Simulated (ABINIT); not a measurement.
# Ge (P6_3/mmc) in ABINIT: a series of runs

Runs on Ge. Level: PBEsol. Tasks: single point.

Everything below comes from runs of ABINIT 10.8.3 (patched build). Logs are shortened: lines on timing, memory, paths and dates and some standing lists are left out, and cuts for length are marked. The log counts tension as positive stress, the text compression.

### 1 The crystal as given

The structure is hexagonal, space group P6_3/mmc (No. 194). The conventional cell has a = 3.998 Å, b = 3.998 Å, c = 6.599 Å, α = 90.00°, β = 90.00°, γ = 120.00°. Ge (site symmetry 3m) is surrounded by 4 Ge at 2.45 to 2.47 Å.

This isn't the form of Ge at room conditions, which is diamond.

### 2 Single point, PBEsol

The input, run.abi:

```
# Pseudopotentials
pp_dirpath "./"
pseudos "Ge.upf"

# Structure
acell 3.9975858431 3.9975858432 6.59937795 Angstrom
rprim
     1.0000000000     0.0000000000     0.0000000000
    -0.5000000000     0.8660254038     0.0000000000
     0.0000000000     0.0000000000     1.0000000000
ntypat 1
znucl 32
natom 4
typat 1 1 1 1
xred
     0.3333333333     0.6666666667     0.9370987500
     0.6666666667     0.3333333333     0.4370987500
     0.3333333333     0.6666666667     0.5629012500
     0.6666666667     0.3333333333     0.0629012500

# Plane-wave basis
ecut 35.0

# k points
kptopt 1
ngkpt 6 6 3
nshiftk 1
shiftk 0.0 0.0 0.0

# Exchange and correlation
ixc -116133

# Bands and occupations
nband 34
occopt 3
tsmear 0.05 eV

# SCF cycle
nstep 100
tolvrs 1.0e-10

# Output
iomode 3
prtwf 0
prteig 0
prtebands 0
enunit 1
prtvol 2
prtden 1
prtvha 1
prtvclmb 1
prtpot 1
prtelf 1
```

Potentials or basis: PseudoDojo NC SR PBEsol v0.4.1 standard.

On the command line:

```bash
$ abinit run.abi > log 2>&1
```

run.abo:

```text
.Version 10.8.3 of ABINIT
 Symmetries : space group P6_3/m m c (#194); Bravais hP (primitive hexag.)
================================================================================
 Values of the parameters that define the memory need of the present run
     intxc =       0    ionmov =       0      iscf =       7    lmnmax =       6
     lnmax =       6     mgfft =      72  mpssoang =       3    mqgrid =    3322
     natom =       4  nloc_mem =       1    nspden =       1   nspinor =       1
    nsppol =       1      nsym =      24    n1xccc =    2501    ntypat =       1
    occopt =       3   xclevel =       2
       mpw =        6123          nfft =      145800          nkpt =          14
================================================================================
================================================================================

--------------------------------------------------------------------------------
------------- Echo of variables that govern the present computation ------------
--------------------------------------------------------------------------------
 -outvars: echo values of preprocessed input variables --------
            acell      7.5543424083E+00  7.5543424085E+00  1.2471016927E+01 Bohr
              amu      7.26100000E+01
             ecut      3.50000000E+01 Hartree
           enunit           1
              ixc     -116133
         kptrlatt        6    0    0      0    6    0      0    0    3
          kptrlen      3.74130508E+01
            natom           4
            nband          34
            ngfft          45      45      72
             nkpt          14
            nstep         100
             nsym          24
           ntypat           1
           occopt           3
        prtebands           0
           prteig           0
           prtelf           1
           prtpot           1
         prtvclmb           1
           prtvha           1
           prtvol           2
            prtwf           0
            rprim      1.0000000000E+00  0.0000000000E+00  0.0000000000E+00
                      -5.0000000000E-01  8.6602540380E-01  0.0000000000E+00
                       0.0000000000E+00  0.0000000000E+00  1.0000000000E+00
          spgroup         194
           tolvrs      1.00000000E-10
           tsmear      1.83746611E-03 Hartree
            typat      1  1  1  1
           xangst     -3.3333342438E-11  2.3080072627E+00  6.1842688277E+00
                       1.9987929215E+00  1.1540036314E+00  2.8845798527E+00
                      -3.3333342438E-11  2.3080072627E+00  3.7147980973E+00
                       1.9987929215E+00  1.1540036314E+00  4.1510912228E-01
            xcart     -6.2990888069E-11  4.3615016231E+00  1.1686574373E+01
                       3.7771712041E+00  2.1807508116E+00  5.4510659100E+00
                      -6.2990888069E-11  4.3615016231E+00  7.0199510169E+00
                       3.7771712041E+00  2.1807508116E+00  7.8444255347E-01
             xred      3.3333333333E-01  6.6666666667E-01  9.3709875000E-01
                       6.6666666667E-01  3.3333333333E-01  4.3709875000E-01
                       3.3333333333E-01  6.6666666667E-01  5.6290125000E-01
                       6.6666666667E-01  3.3333333333E-01  6.2901250000E-02
            znucl       32.00000

================================================================================

 chkinp: Checking input parameters for consistency.

================================================================================
== DATASET  1 ==================================================================

--- !DatasetInfo
iteration_state: {dtset: 1, }
dimensions: {natom: 4, nkpt: 14, mband: 34, nsppol: 1, nspinor: 1, nspden: 1, mpw: 6123, }
cutoff_energies: {ecut:  35.0, pawecutdg:  -1.0, }
electrons: {nelect:   5.60000000E+01, charge:   0.00000000E+00, occopt:   3.00000000E+00, tsmear:   1.83746611E-03, }
meta: {optdriver: 0, ionmov: 0, optcell: 0, iscf: 7, paral_kgb: 0, }
...

 Real(R)+Recip(G) space primitive vectors, cartesian coordinates (Bohr,Bohr^-1):
[... 183 lines left out ...]
  1.60E-16 6.11E-17 1.16E-16 1.15E-16 1.65E-16 1.65E-16 9.39E-17 1.27E-16
  1.31E-16 1.31E-16 6.76E-17 6.78E-17 6.96E-17 1.48E-16 8.99E-17 8.99E-17
  1.57E-16 1.56E-16 2.59E-17 2.15E-17 1.33E-16 1.33E-16 4.27E-16 4.27E-16
  2.61E-16 2.63E-16 2.60E-16 2.60E-16 5.46E-16 5.46E-16 2.73E-16 6.64E-13
  1.42E-11 5.71E-12
 reduced coordinates (array xred) for    4 atoms
       0.333333333333      0.666666666667      0.937098750000
       0.666666666667      0.333333333333      0.437098750000
       0.333333333333      0.666666666667      0.562901250000
       0.666666666667      0.333333333333      0.062901250000
 rms dE/dt=  2.9128E-03; max dE/dt=  5.0450E-03; dE/dt below (all hartree)
    1       0.000000000000     -0.000000000000      0.005045033060
    2       0.000000000000      0.000000000000      0.005045033060
    3       0.000000000000     -0.000000000000     -0.005045033060
    4      -0.000000000000      0.000000000000     -0.005045033060

 cartesian coordinates (angstrom) at end:
    1     -0.00000000003333     2.30800726272163     6.18426882772256
    2      1.99879292153333     1.15400363136081     2.88457985272256
    3     -0.00000000003333     2.30800726272163     3.71479809727744
    4      1.99879292153333     1.15400363136081     0.41510912227744

 cartesian forces (hartree/bohr) at end:
    1     -0.00000000000000     0.00000000000000    -0.00040454063129
    2      0.00000000000000    -0.00000000000000    -0.00040454063129
    3      0.00000000000000     0.00000000000000     0.00040454063129
    4      0.00000000000000    -0.00000000000000     0.00040454063129
 frms,max,avg= 2.3356164E-04 4.0454063E-04   0.000E+00  0.000E+00  0.000E+00 h/b

 cartesian forces (eV/Angstrom) at end:
    1     -0.00000000000000     0.00000000000000    -0.02080231565338
    2      0.00000000000000    -0.00000000000000    -0.02080231565338
    3      0.00000000000000     0.00000000000000     0.02080231565338
    4      0.00000000000000    -0.00000000000000     0.02080231565338
 frms,max,avg= 1.2010223E-02 2.0802316E-02   0.000E+00  0.000E+00  0.000E+00 e/A
 length scales=  7.554342408265  7.554342408454 12.471016926855 bohr
              =  3.997585843100  3.997585843200  6.599377950000 angstroms
 Fermi (or HOMO) energy (eV) =   3.91132   Average Vxc (eV)= -10.19562
 Eigenvalues (   eV  ) for nkpt=  14  k points:
 kpt#   1, nband= 34, wtk=  0.00926, kpt=  0.0000  0.0000  0.0000 (reduced coord)
 -21.02971  -21.02971  -20.99183  -20.99154  -20.99154  -20.97850  -20.96661  -20.96661
 -20.91455  -20.91455  -20.79071  -20.79071  -20.77756  -20.76176  -20.75721  -20.75721
 -20.73984  -20.73984  -20.70987  -20.70987   -8.89495   -6.85156   -3.73245    2.41786
   2.41786    3.74173    3.75690    3.84979    4.01894    4.01894    6.14162    6.14162
   6.62881    8.43093
 kpt#   2, nband= 34, wtk=  0.05556, kpt=  0.1667  0.0000  0.0000 (reduced coord)
 -21.04260  -21.03444  -21.00506  -20.99994  -20.99059  -20.96376  -20.95348  -20.93887
 -20.90146  -20.89683  -20.81180  -20.81098  -20.80473  -20.77119  -20.75440  -20.75380
 -20.74243  -20.73167  -20.70252  -20.69503   -8.59563   -6.54063   -3.71961    0.39727
   1.20416    1.86456    3.18134    3.48240    4.95616    5.43598    6.75302    6.89916
   7.16246    8.96810
 kpt#   3, nband= 34, wtk=  0.05556, kpt=  0.3333  0.0000  0.0000 (reduced coord)
 -21.04915  -21.03850  -21.02306  -21.00990  -20.98007  -20.95203  -20.93113  -20.88805
 -20.87976  -20.86481  -20.85638  -20.84306  -20.83864  -20.77752  -20.77739  -20.76370
 -20.72667  -20.71481  -20.69578  -20.68640   -7.74845   -5.64897   -4.29814   -1.37179
  -0.84012    1.11528    1.90067    2.74125    4.59555    5.63846    7.37724    7.54781
[... 52 lines left out ...]
 -20.72838  -20.71375  -20.70274  -20.69834   -7.69101   -6.78277   -2.95744   -1.51422
   0.26015    0.93525    1.75382    2.14996    5.32261    6.53701    7.26681    7.55348
   7.77007    8.55880
 kpt#  13, nband= 34, wtk=  0.22222, kpt=  0.3333  0.1667  0.3333 (reduced coord)
 -21.04335  -21.03225  -21.03167  -21.02235  -20.96495  -20.94364  -20.91686  -20.90308
 -20.89621  -20.88026  -20.83563  -20.81869  -20.81459  -20.80269  -20.79323  -20.78019
 -20.71471  -20.70380  -20.70196  -20.69060   -6.70453   -5.89802   -4.15822   -3.21296
  -0.07690    0.74571    0.84926    1.96462    4.96552    6.16717    6.93187    7.56532
   7.76604    9.92022
 kpt#  14, nband= 34, wtk=  0.03704, kpt=  0.3333  0.3333  0.3333 (reduced coord)
 -21.05065  -21.04025  -21.02866  -21.02866  -20.94570  -20.94570  -20.90055  -20.88528
 -20.86920  -20.86920  -20.85176  -20.85176  -20.82140  -20.81402  -20.79823  -20.79823
 -20.70717  -20.70717  -20.69225  -20.68274   -5.84716   -5.84716   -4.13528   -4.13528
  -0.78989    0.05286    1.42318    1.42318    5.79466    5.79466    6.62348    9.41160
   9.54370    9.54370
 Total charge density [el/Bohr^3]
)     Maximum=    2.0261E+00  at reduced coord.    0.3778    0.7111    0.9861
)Next maximum=    2.0261E+00  at reduced coord.    0.3333    0.7111    0.9861
)     Minimum=    1.9470E-03  at reduced coord.    0.0000    0.0000    0.2500
)Next minimum=    1.9470E-03  at reduced coord.    0.0000    0.0000    0.7500
   Integrated=    5.6000E+01

--- !EnergyTerms
iteration_state     : {dtset: 1, }
comment             : Components of total free energy in Hartree
kinetic             :  2.67937504958672E+02
hartree             :  1.11208369571169E+02
xc                  : -8.63747072293583E+01
Ewald energy        : -1.96672286965792E+02
psp_core            :  1.12182169173785E+01
local_psp           : -2.75467910048739E+02
non_local_psp       : -1.88649752426879E+02
internal            : -3.56800565223548E+02
'-kT*entropy'       : -7.16338173015300E-05
total_energy        : -3.56800636857365E+02
total_energy_eV     : -9.70903994233777E+03
band_energy         : -3.17177071737589E+01
...

 Cartesian components of stress tensor (hartree/bohr^3)
  sigma(1 1)=  5.38346373E-05  sigma(3 2)=  0.00000000E+00
  sigma(2 2)=  5.38346357E-05  sigma(3 1)=  0.00000000E+00
  sigma(3 3)=  7.26633724E-05  sigma(2 1)=  2.63646963E-13

-Cartesian components of stress tensor (GPa)         [Pressure= -1.7685E+00 GPa]
- sigma(1 1)=  1.58386971E+00  sigma(3 2)=  0.00000000E+00
- sigma(2 2)=  1.58386967E+00  sigma(3 1)=  0.00000000E+00
- sigma(3 3)=  2.13783023E+00  sigma(2 1)=  7.75676144E-09

== END DATASET(S) ==============================================================
================================================================================

 -outvars: echo values of variables after computation  --------
            acell      7.5543424083E+00  7.5543424085E+00  1.2471016927E+01 Bohr
           etotal     -3.5680063686E+02
            fcart     -9.9802288768E-28  8.2315540391E-29 -4.0454063129E-04
                       1.4257469824E-28 -5.7620878283E-28 -4.0454063129E-04
                       1.4257469824E-28  7.4083986365E-28  4.0454063129E-04
                       7.1287349120E-28 -2.4694662120E-28  4.0454063129E-04
            rprim      1.0000000000E+00  0.0000000000E+00  0.0000000000E+00
                      -5.0000000000E-01  8.6602540380E-01  0.0000000000E+00
                       0.0000000000E+00  0.0000000000E+00  1.0000000000E+00
           strten      5.3834637271E-05  5.3834635702E-05  7.2663372427E-05
                       0.0000000000E+00  0.0000000000E+00  2.6364696257E-13
           xangst     -3.3333342438E-11  2.3080072627E+00  6.1842688277E+00
                       1.9987929215E+00  1.1540036314E+00  2.8845798527E+00
                      -3.3333342438E-11  2.3080072627E+00  3.7147980973E+00
                       1.9987929215E+00  1.1540036314E+00  4.1510912228E-01
             xred      3.3333333333E-01  6.6666666667E-01  9.3709875000E-01
                       6.6666666667E-01  3.3333333333E-01  4.3709875000E-01
                       3.3333333333E-01  6.6666666667E-01  5.6290125000E-01
                       6.6666666667E-01  3.3333333333E-01  6.2901250000E-02
 Calculation completed.
```

It took 2.8 min on 1 thread of Intel Xeon Platinum 8259CL at 2.50GHz (Skylake/Cascade Lake), shared host; peak memory 0.14 GiB.

What came out:

| Quantity | Value |
| --- | --- |
| Free energy | -9709.0399 eV |
| Pressure | -1.8 GPa |
| Largest force | 0.021 eV/Å |
| Band gap on the k mesh | 0.17 eV, direct |
| Valence electrons inside the program's atomic spheres | Ge 11.56 (radii [1.0584] Å) |

Forces in eV/Å, atoms in the order of the input:
```
Ge   0.000  0.000 -0.021
Ge   0.000  0.000 -0.021
Ge   0.000  0.000  0.021
Ge   0.000  0.000  0.021
```

Stress tensor (GPa, compression positive):
```
-1.58  0.00  0.00
 0.00 -1.58  0.00
 0.00  0.00 -2.14
```

Caveat: an odd mesh through Γ misses points on the zone boundary, where band edges often lie. Expect the measured gap to be larger: semilocal functionals such as PBEsol lack the derivative discontinuity.

### 3 Single point, PBEsol

The input, run.abi:

```
# Pseudopotentials
pp_dirpath "./"
pseudos "Ge.upf"

# Structure
acell 3*1.0
rprim
     7.5543424031     0.0000000000     0.0000000000
    -3.7771712017     6.5422524301     0.0000000000
     0.0000000000     0.0000000000    12.4710169184
ntypat 1
znucl 32
natom 4
typat 1 1 1 1
xcart
    -0.0000000004     4.3615016203    11.6865743655
     3.7771712019     2.1807508098     5.4510659063
    -0.0000000004     4.3615016203     7.0199510121
     3.7771712019     2.1807508098     0.7844425529

# Plane-wave basis
ecut 62.0

# k points
kptopt 1
ngkpt 6 6 3
nshiftk 1
shiftk 0.0 0.0 0.0

# Exchange and correlation
ixc -116133

# Bands and occupations
nband 53
occopt 3
tsmear 0.00183747

# SCF cycle
nstep 100
tolvrs 1.0e-10

# Output
iomode 3
prtwf 0
prteig 0
prtebands 0
prtden 1
prtvha 1
prtvclmb 1
prtpot 1
prtelf 1
```

Potentials or basis: PseudoDojo NC SR PBEsol v0.4 stringent.

On the command line:

```bash
$ mpirun --bind-to none -np 4 abinit run.abi > log 2>&1
```

Wall time 2.8 min (4 MPI ranks of Arm Neoverse V2, shared host); peak memory 0.68 GiB.

Results (log left out):

| Quantity | Value |
| --- | --- |
| Free energy | -30418.1981 eV |
| Pressure | 0.1 GPa |
| Largest force | 0.019 eV/Å |
| Band gap on the k mesh | 0.17 eV, direct |
| Valence electrons inside the program's atomic spheres | Ge 19.56 (radii [1.0584] Å) |

Forces in eV/Å, atoms in the order of the input:
```
Ge   0.000  0.000 -0.019
Ge   0.000  0.000 -0.019
Ge   0.000  0.000  0.019
Ge   0.000  0.000  0.019
```

Stress tensor (GPa, compression positive):
```
 0.27  0.00  0.00
 0.00  0.27  0.00
 0.00  0.00 -0.27
```

Levels at points of the mesh, in eV from the valence-band top:
```csv
k point,band 41,band 42,band 43,band 44,band 45,band 46,band 47,band 48
"(0.00, 0.00, 0.00)",-1.44,-0.11,-0.10,0.00,0.17,0.17,2.28,2.28
"(0.50, 0.00, 0.00)",-4.56,-3.03,-2.79,-1.40,0.50,1.65,3.53,3.72
```

Caveat: an odd mesh through Γ misses points on the zone boundary, where band edges often lie. PBEsol gaps usually lie below the measured ones, often by a third to a half.
